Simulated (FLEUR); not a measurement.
# MgO under changes of volume

One of the cells (9.221 Å³/atom); the others are scaled copies at fixed shape and fractional positions:

```
Mg O
1.0
     0.00000    2.09700    2.09700
     2.09700    0.00000    2.09700
     2.09700    2.09700    0.00000
Mg O
1 1
Direct
  0.00000 0.00000 0.00000
  0.50000 0.50000 0.50000
```

The cell is a database's computed one.

- Program: FLEUR MaX-R8.1 (later development tree)
- Functional: LDA
- Potentials or basis: all-electron
- Basis: FLAPW
- Kmax: 5.13 1/bohr
- k mesh: 11 × 11 × 11
- Occupations: fermi-dirac, width 0.05 eV
- Spin: no spin polarisation

```csv
volume (Å³/atom),energy over the lowest point (meV/atom),gap on the mesh (eV)
8.668,?,?
8.853,0.00,5.20
9.221,1.40,4.79
9.590,17.23,4.41
9.775,29.68,4.23
```

Problem. What does the run at 8.668 Å³/atom give?

Solution. Energy over the lowest point 5.68 meV/atom; gap on the mesh 5.42 eV.

Worked out: A Birch-Murnaghan fit of order 2 (a polynomial in V^(-2/3)) to the other rows has its minimum at 9.00 Å³/atom with B0 = V·E''(V) = 172 GPa. It gives 5.69 meV/atom at 8.668 Å³/atom, against the run's 5.68. A straight line through the other rows of the gap, of slope -9.79 eV per unit of ln V (its deformation potential), extrapolates to 5.40 eV, against the run's 5.42.

Energies are extrapolated to zero smearing.
